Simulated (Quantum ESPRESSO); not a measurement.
Crystal: Pb.

```
CELL_PARAMETERS angstrom
3.48000 0.00000 0.00000
-1.74000 3.01377 0.00000
0.00000 0.00000 5.59000
ATOMIC_POSITIONS crystal
Pb 0.66667 0.33333 0.75000
Pb 0.33333 0.66667 0.25000
```

This isn't the form of Pb at room conditions, which is fcc.

| Quantity | Value |
| --- | --- |
| Program | Quantum ESPRESSO 7.5 |
| Task | single point |
| Functional | PBE |
| Potentials or basis | SSSP 1.3 efficiency PBE |
| Cutoff | 748 eV |
| Density cutoff | 5987 eV |
| k mesh | 9 × 9 × 5 |
| Occupations | fermi-dirac, width 0.05 eV |
| Spin | no spin polarisation |

On this cell: pressure 4.0 GPa; largest force under 0.003 eV/Å; band gap on the k mesh none (metal or under the smearing width).

The same run follows on a disturbed copy (atoms moved at random, drawn with an rms of 0.05 Å):

```
Pb
1.0
     3.48000    0.00000    0.00000
    -1.74000    3.01377    0.00000
     0.00000    0.00000    5.59000
Pb
2
Direct
  0.67832 0.35185 0.74640
  0.34252 0.68720 0.25624
```

Task: What changes?

Result: The energy (extrapolated to zero smearing) moves by +1.1 meV/atom; pressure 4.1 GPa; largest force 0.096 eV/Å; band gap on the k mesh none (metal or under the smearing width).

Forces in eV/Å, atoms in the order of the input:
```
Pb  -0.004  0.002  0.096
Pb   0.004 -0.002 -0.096
```

Stress tensor (GPa, compression positive):
```
 2.79  0.01 -0.01
 0.01  2.80  0.00
-0.01  0.00  6.67
```
